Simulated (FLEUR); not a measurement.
# AlN (F-43m) in FLEUR: a series of runs

One crystal, AlN, is run at these levels: PBE; tasks: single point.

Everything below comes from runs of FLEUR MaX-R8.1 (patched build s14). Logs are shortened: lines on timing, memory, paths and dates and some standing lists are left out, and cuts for length are marked.

**1. The crystal as given**

It takes space group F-43m (No. 216, cubic). The conventional cell has a = 4.368 Å, b = 4.368 Å, c = 4.368 Å, α = 90.00°, β = 90.00°, γ = 90.00°. Al (site symmetry -43m) has 4 N at 1.89 Å as nearest neighbours. N (site symmetry -43m) is surrounded by 4 Al at 1.89 Å.

Measurements of this composition are mostly on another form, of space group No. 186.

**2. Single point, PBE**

inp.xml reads:

```xml
<?xml version="1.0" encoding="UTF-8" standalone="no"?>
<fleurInput fleurInputVersion="0.39">
   <comment>
      AlN                                                                                                 
   </comment>
   <calculationSetup>
      <cutoffs Kmax="4.83" Gmax="15.0" GmaxXC="15.0" numbands="0"/>
      <scfLoop itmax="60" minDistance="0.00001" maxIterBroyd="15" imix="Anderson" alpha="0.05" precondParam="0.0" spinf="2.0"/>
      <coreElectrons ctail="T" frcor="F" kcrel="0" coretail_lmax="0"/>
      <xcFunctional name="pbe" relativisticCorrections="F"/>
      <magnetism jspins="1"/>
      <soc l_soc="F" theta="0.0" phi="0.0" spav="F"/>
      <expertModes spex="0" secvar="F"/>
      <geometryOptimization l_f="T" forcealpha="1.0" forcemix="BFGS" epsdisp="0.0005" epsforce="0.0002"/>
      <ldaU l_linMix="F" mixParam="0.05" spinf="1.0"/>
   </calculationSetup>
   <cell>
      <bzIntegration valenceElectrons="16.0" mode="hist" fermiSmearingEnergy="0.00183747">
         <kPointListSelection listName="default-1"/>
         <!-- k-points included here -->
         <xi:include xmlns:xi="http://www.w3.org/2001/XInclude" href="kpts.xml"> </xi:include>
      </bzIntegration>
      <!-- symmetry operations included here -->
      <xi:include xmlns:xi="http://www.w3.org/2001/XInclude" href="sym.xml"> </xi:include>
      <bulkLattice scale="1.0">
         <bravaisMatrix>
            <row-1>    0.0000000000000000     4.1271496855342669     4.1271496855342669</row-1>
            <row-2>    4.1271496855342669     0.0000000000000000     4.1271496855342669</row-2>
            <row-3>    4.1271496855342669     4.1271496855342669     0.0000000000000000</row-3>
         </bravaisMatrix>
      </bulkLattice>
   </cell>
   <atomSpecies>
      <species name="Aluminum (Al)" element="Al" atomicNumber="13">
         <mtSphere radius="1.72" gridPoints="585" logIncrement="0.019"/>
         <atomicCutoffs lmax="8" lnonsphr="6"/>
         <electronConfig flipSpins="F">
            <coreConfig>(1s1/2)</coreConfig>
            <valenceConfig>(2s1/2) (2p1/2) (2p3/2) (3s1/2) (3p1/2) (3p3/2)</valenceConfig>
            <stateOccupation state="(3p1/2)" spinUp="0.166667" spinDown="0.166667"/>
            <stateOccupation state="(3p3/2)" spinUp="0.333333" spinDown="0.333333"/>
         </electronConfig>
         <energyParameters s="3" p="3" d="3" f="4"/>
         <lo type="SCLO" l="0" n="2" eDeriv="0"/>
         <lo type="SCLO" l="1" n="2" eDeriv="0"/>
         <lo type="SCLO" l="2" n="3" eDeriv="2"/>
         <lo type="SCLO" l="3" n="4" eDeriv="2"/>
      </species>
      <species name="Nitrogen (N)" element="N" atomicNumber="7">
         <mtSphere radius="1.49" gridPoints="509" logIncrement="0.021"/>
         <atomicCutoffs lmax="8" lnonsphr="6"/>
         <electronConfig flipSpins="F">
            <coreConfig>(1s1/2)</coreConfig>
            <valenceConfig>(2s1/2) (2p1/2) (2p3/2)</valenceConfig>
            <stateOccupation state="(2p1/2)" spinUp="0.500000" spinDown="0.500000"/>
            <stateOccupation state="(2p3/2)" spinUp="1.000000" spinDown="1.000000"/>
         </electronConfig>
         <energyParameters s="2" p="2" d="3" f="4"/>
         <lo type="SCLO" l="0" n="2" eDeriv="2"/>
         <lo type="SCLO" l="1" n="2" eDeriv="2"/>
         <lo type="SCLO" l="2" n="3" eDeriv="2"/>
      </species>
   </atomSpecies>
   <atomGroups>
      <atomGroup species="Aluminum (Al)">
         <relPos label="                   1">.0000000000 .0000000000 .0000000000</relPos>
         <force calculate="T" relaxXYZ="TTT"/>
      </atomGroup>
      <atomGroup species="Nitrogen (N)">
         <relPos label="                   2">1.000/4.000 1.000/4.000 1.000/4.000</relPos>
         <force calculate="T" relaxXYZ="TTT"/>
      </atomGroup>
   </atomGroups>
   <output dos="F" band="F" slice="F">
      <checks vchk="F" cdinf="F"/>
      <bandDOS minEnergy="-.5*Htr" maxEnergy="0.5*Htr" sigma="0.015" storeEVData="T"/>
      <vacuumDOS vacdos="F" integ="F" star="F" nstars="0" locx1="0.0" locy1="0.0" locx2="0.0" locy2="0.0" nstm="0" tworkf="0.0"/>
      <unfoldingBand unfoldBand="F" supercellX="1" supercellY="1" supercellZ="1"/>
      <plotting iplot="0" polar="F">
         <plot TwoD="T" vec1="  1.0  0.0  0.0" vec2="  0.0  1.0  0.0" vec3="  0.0  0.0  1.0" zero="  0.0  0.0  0.0" file="plot"/>
      </plotting>
      <chargeDensitySlicing numkpt="0" minEigenval="0.0" maxEigenval="0.0" nnne="0" pallst="F"/>
      <specialOutput eonly="F"/>
      <magneticCircularDichroism mcd="F" energyLo="-10.0" energyUp="0.0"/>
   </output>
  <!-- We include the file relax.xml here to enable relaxations (see documentation) -->
  <xi:include xmlns:xi="http://www.w3.org/2001/XInclude" href="relax.xml"> <xi:fallback/> </xi:include>
</fleurInput>
```

crystal.txt reads:

```
AlN
&input cartesian=F /
0.0000000000  2.1839935596  2.1839935596
2.1839935596  0.0000000000  2.1839935596
2.1839935596  2.1839935596  0.0000000000
1.8897261246
1.0 1.0 1.0

2
13 0.0000000000  0.0000000000  0.0000000000
7 0.2500000000  0.2500000000  0.2500000000

&kpt div1=10 div2=10 div3=10 gamma=T /
```

Potentials or basis: all-electron, FLAPW.

The run is started by

```console
> inpgen -f crystal.txt -profile fastHighL
> # inp.xml edited to the form shown
> fleur
```

Log:

```text
Welcome to FLEUR        (www.flapw.de)
      MaX-Release 8.1          (www.max-centre.eu)

 ========== k-point set info ==========
 Selected k-point list: default-1
 k-point list type: mesh
 10 x 10 x 10
 Number of k points: 47

 ------------Calculation Setup---------------------------
 Number of OMP-threads    :            1
 Number of basis functions:          339
 Approximate size of matrices (H+S) per k-point:         0.003 GB
 --------------------------------------------------------
 Iteration:     1   Distance:      27.91792462 me/bohr^3
 Iteration:     2   Distance:      24.17701077 me/bohr^3
 Iteration:     3   Distance:       8.19757924 me/bohr^3
 Iteration:     4   Distance:       5.00348617 me/bohr^3
 Iteration:     5   Distance:       0.79195734 me/bohr^3
 Iteration:     6   Distance:       0.69587664 me/bohr^3
 Iteration:     7   Distance:       0.17365684 me/bohr^3
 Iteration:     8   Distance:       0.15175068 me/bohr^3
 Iteration:     9   Distance:       0.03080007 me/bohr^3
 Iteration:    10   Distance:       0.00531352 me/bohr^3
 Iteration:    11   Distance:       0.00176790 me/bohr^3
 Iteration:    12   Distance:       0.00006023 me/bohr^3
 Iteration:    13   Distance:       0.00002682 me/bohr^3
 Iteration:    14   Distance:       0.00000736 me/bohr^3

 ********************************************************************
 Run finished successfully
 Stop message:
   Structural relaxation: Done
 ********************************************************************
```

out.xml (last iteration):

```text
<iteration numberForCurrentRun="   15" overallNumber="   15">
         <energyParameters units="Htr">
            <atomicEP atomType="1" spin="1" branch="3s" branchLowest="-3.41" branchHighest="3.27" value="-0.0993906215"/>
            <atomicEP atomType="1" spin="1" branch="3p" branchLowest="-1.98" branchHighest="3.62" value="0.0308675530"/>
            <atomicEP atomType="1" spin="1" branch="3d" branchLowest="-9.99" branchHighest="3.34" value="0.1928965023"/>
            <atomicEP atomType="1" spin="1" branch="4f" branchLowest="-9.99" branchHighest="6.58" value="0.3549053324"/>
            <loAtomicEP atomType="1" spin="1" branch="2s" branchLowest="-54.99" branchHighest="-3.41" value="-3.4458680490"/>
            <loAtomicEP atomType="1" spin="1" branch="2p" branchLowest="-9.99" branchHighest="-1.98" value="-2.0300248363"/>
            <loAtomicEP atomType="1" spin="1" branch="3d" branchLowest="-9.99" branchHighest="3.34" value="0.1928950028"/>
            <loAtomicEP atomType="1" spin="1" branch="4f" branchLowest="-9.99" branchHighest="6.58" value="0.3549041666"/>
            <atomicEP atomType="2" spin="1" branch="2s" branchLowest="-13.48" branchHighest="1.21" value="-0.3078433870"/>
            <atomicEP atomType="2" spin="1" branch="2p" branchLowest="-9.99" branchHighest="1.40" value="0.0031133714"/>
            <atomicEP atomType="2" spin="1" branch="3d" branchLowest="-9.99" branchHighest="5.50" value="0.2444668413"/>
            <atomicEP atomType="2" spin="1" branch="4f" branchLowest="-9.99" branchHighest="9.43" value="0.4046715257"/>
            <loAtomicEP atomType="2" spin="1" branch="2s" branchLowest="-13.48" branchHighest="1.21" value="-0.3078433870"/>
            <loAtomicEP atomType="2" spin="1" branch="2p" branchLowest="-9.99" branchHighest="1.40" value="0.0030550401"/>
            <loAtomicEP atomType="2" spin="1" branch="3d" branchLowest="-9.99" branchHighest="5.50" value="0.2444657658"/>
         </energyParameters>
         <eigenvalues>
            <eigenvaluesAt spin="1" ikpt="1" k_x="0.00000000" k_y="0.00000000" k_z="0.00000000">
                      -3.4456600507       -2.0291709075       -2.0291709075       -2.0291709075       -0.3089001059
                       0.2417644175        0.2417644175        0.2417644175        0.3958150349        0.7033270077
                       0.7033270077        0.7033270077        0.8912389465
            </eigenvaluesAt>
            <eigenvaluesAt spin="1" ikpt="2" k_x="0.00000000" k_y="0.00000000" k_z="0.10000000">
                      -3.4456556783       -2.0291950573       -2.0291636523       -2.0291636523       -0.3035073873
                       0.2119606903        0.2399051114        0.2399051114        0.4201177438        0.6890542241
                       0.7082411194        0.7082411194        0.8453054496
            </eigenvaluesAt>
            <eigenvaluesAt spin="1" ikpt="3" k_x="0.00000000" k_y="0.00000000" k_z="0.20000000">
                      -3.4456477321       -2.0293095363       -2.0291816210       -2.0291816210       -0.2881664226
                       0.1529546124        0.2351640169        0.2351640169        0.4614618973        0.6596155905
                       0.7056345965        0.7056345965        0.8258911024
            </eigenvaluesAt>
            <eigenvaluesAt spin="1" ikpt="4" k_x="0.00000000" k_y="0.00000000" k_z="0.30000000">
                      -3.4456360507       -2.0294135787       -2.0291961498       -2.0291961498       -0.2658931570
                       0.0925122368        0.2297464992        0.2297464992        0.4924773279        0.6317305936
                       0.6813282138        0.6813282138        0.8648343838
            </eigenvaluesAt>
         </eigenvalues>
         <bandgap value="3.3184424133" units="eV"/>
         <sumValenceSingleParticleEnergies value="-18.6189624580" units="Htr"/>
         <FermiEnergy value="0.2417644175" units="Htr"/>
         <valenceDensity>
            <mtCharges spin="1">
               <mtCharge atomType="1" total="8.5522140" s="2.2261419" p="6.2284636" d="0.0871345" f="0.0087055"/>
               <mtCharge atomType="2" total="3.7211491" s="1.1768537" p="2.5391700" d="0.0045662" f="0.0004017"/>
            </mtCharges>
            <spinDependentCharge spin="1" total="16.0000000" interstitial="3.7266369" mtSpheres="12.2733631"/>
            <totalCharge value="16.0000000000"/>
         </valenceDensity>
         <coreStates atomType="     1" atomicNumber=" 13" spin="1" kinEnergy="    159.3060397969" eigValSum="   -109.9838941873" lostElectrons=" 0.000000">
            <state n="1" l="0" j="0.5" energy="-54.9919470936" weight="1.0000000000"/>
         </coreStates>
         <coreStates atomType="     2" atomicNumber="  7" spin="1" kinEnergy="     44.1139296017" eigValSum="    -26.9652435482" lostElectrons=" 0.000005">
            <state n="1" l="0" j="0.5" energy="-13.4826217741" weight="1.0000000000"/>
         </coreStates>
         <allElectronCharges>
            <spinDependentCharge spin="1" total="20.0000000" interstitial="3.7266418" mtSpheres="16.2733582"/>
            <totalCharge value="19.9999999993"/>
         </allElectronCharges>
         <totalEnergy                                    value="     -297.6817186763" units="Htr">
            <sumOfEigenvalues                            value="     -155.5681001935">
               <coreElectrons value="-136.9491377355"/>
               <valenceElectrons value="-18.6189624580"/>
            </sumOfEigenvalues>
            <densityCoulombPotentialIntegral value="-420.6260422875"/>
            <densityEffectivePotentialIntegral value="-453.6775292003"/>
            <chargeDenXCDenIntegral value="-25.6293243131"/>
            <FockExchangeEnergyValence value="0.0000000000"/>
            <FockExchangeEnergyCore value="0.0000000000"/>
            <atomTypeDependentContributions atomType="1">
               <electronNucleiInteractionDifferentMTs value="284.7496729300"/>
               <MadelungTerm value="-8.8806759832"/>
            </atomTypeDependentContributions>
            <atomTypeDependentContributions atomType="2">
               <electronNucleiInteractionDifferentMTs value="62.6821617760"/>
               <MadelungTerm value="-3.5362915371"/>
            </atomTypeDependentContributions>
            <tkbTimesEntropy value="0.0000000000"/>
            <freeEnergy value="-297.6817186763"/>
            <extrapolationTo0K value="-297.6817186763"/>
         </totalEnergy>
         <totalForcesOnRepresentativeAtoms units="Htr/bohr">
            <forceTotal atomType="1" x="0.000000" y="0.000000" z="0.000000" F_x="0.00000000" F_y="0.00000000" F_z="0.00000000"/>
            <forceTotal atomType="2" x="2.063575" y="2.063575" z="2.063575" F_x="0.00000000" F_y="0.00000000" F_z="0.00000000"/>
         </totalForcesOnRepresentativeAtoms>
      </iteration>
```

Wall time 23 s (1 thread of Intel Xeon 6975P-C (Granite Rapids), shared host); peak memory 0.05 GiB.

Results:

```yaml
Free_energy: -8100.3322 eV
Band_gap_on_the_k_mesh: 3.32 eV, indirect (least direct gap 4.19 eV)
Valence_electrons_inside_the_program's_atomic_spheres: Al 8.55; N 3.72 (radii Al 1.72, N 1.49 bohr)
```

Core levels (eV from the Fermi level):
```csv
atom,levels
1 Al,1s1/2 -1503.0
2 N,1s1/2 -373.5
```

A k mesh can miss the band edges. As with any semilocal functional, this PBE gap is likely too small.

**3. Single point, PBE (atoms moved at random, drawn with an rms of 0.05 Å)**

inp.xml: that of step 2 with these lines changed.

```diff
@@ -34,3 +34,3 @@
       <species name="Aluminum (Al)" element="Al" atomicNumber="13">
-         <mtSphere radius="1.72" gridPoints="585" logIncrement="0.019"/>
+         <mtSphere radius="1.72" gridPoints="579" logIncrement="0.019"/>
          <atomicCutoffs lmax="8" lnonsphr="6"/>
@@ -49,3 +49,3 @@
       <species name="Nitrogen (N)" element="N" atomicNumber="7">
-         <mtSphere radius="1.49" gridPoints="509" logIncrement="0.021"/>
+         <mtSphere radius="1.49" gridPoints="499" logIncrement="0.021"/>
          <atomicCutoffs lmax="8" lnonsphr="6"/>
@@ -65,3 +65,3 @@
       <atomGroup species="Aluminum (Al)">
-         <relPos label="                   1">.0000000000 .0000000000 .0000000000</relPos>
+         <relPos label="                   1">.0003530000 -.0059770000 .0112680000</relPos>
          <force calculate="T" relaxXYZ="TTT"/>
@@ -69,3 +69,3 @@
       <atomGroup species="Nitrogen (N)">
-         <relPos label="                   2">1.000/4.000 1.000/4.000 1.000/4.000</relPos>
+         <relPos label="                   2">.2477940000 .2561980000 .2419040000</relPos>
          <force calculate="T" relaxXYZ="TTT"/>
```

crystal.txt: that of step 2 with these lines changed.

```diff
@@ -9,4 +9,4 @@
 2
-13 0.0000000000  0.0000000000  0.0000000000
-7 0.2500000000  0.2500000000  0.2500000000
+13 0.0003530000  -0.0059770000  0.0112680000
+7 0.2477940000  0.2561980000  0.2419040000
```

Potentials or basis: all-electron, FLAPW.

The run is started by

```console
> inpgen -f crystal.txt -profile fastHighL
> # inp.xml edited to the form shown
> fleur
```

Run time: 5.6 min. Hardware: 1 thread of Intel Xeon 6975P-C (Granite Rapids), shared host; peak memory 0.14 GiB.

Results (log left out):

```yaml
Free_energy: -8100.3113 eV
Largest_force: 0.753 eV/Å
Band_gap_on_the_k_mesh: 3.16 eV, indirect (least direct gap 4.03 eV)
Valence_electrons_inside_the_program's_atomic_spheres: Al 8.55; N 3.72 (radii Al 1.72, N 1.49 bohr)
```

Forces on the atoms (eV/Å):
```
Al  -0.171 -0.684  0.266
N    0.171  0.683 -0.265
```

Levels at points of the mesh, in eV from the valence-band top:
```
           k point  band 5  band 6  band 7  band 8  band 9  band 10  band 11  band 12
(0.00, 0.00, 0.00)  -15.14   -0.28   -0.18    0.00    4.03    12.39    12.41    12.42
(0.00, 0.00, 0.50)  -13.10   -5.94   -0.75   -0.66    7.27     9.75    10.93    10.99
(0.00, 0.50, 0.00)  -13.08   -6.05   -0.67   -0.51    7.18     9.67    10.95    11.08
(0.00, 0.50, 0.50)  -12.45   -5.06   -1.95   -1.89    3.16     8.44    13.79    15.58
(0.50, 0.00, 0.00)  -13.09   -6.00   -0.75   -0.54    7.22     9.71    10.92    11.06
(0.50, 0.00, 0.50)  -12.45   -5.06   -2.02   -1.84    3.17     8.46    13.79    15.55
(0.50, 0.50, 0.00)  -12.45   -5.06   -1.96   -1.88    3.16     8.45    13.79    15.57
(0.50, 0.50, 0.50)  -13.08   -6.04   -0.69   -0.51    7.19     9.68    10.94    11.08
```

Core levels (eV from the Fermi level):
```tsv
atom	levels
1 Al	1s1/2 -1503.1
2 N	1s1/2 -373.6
```
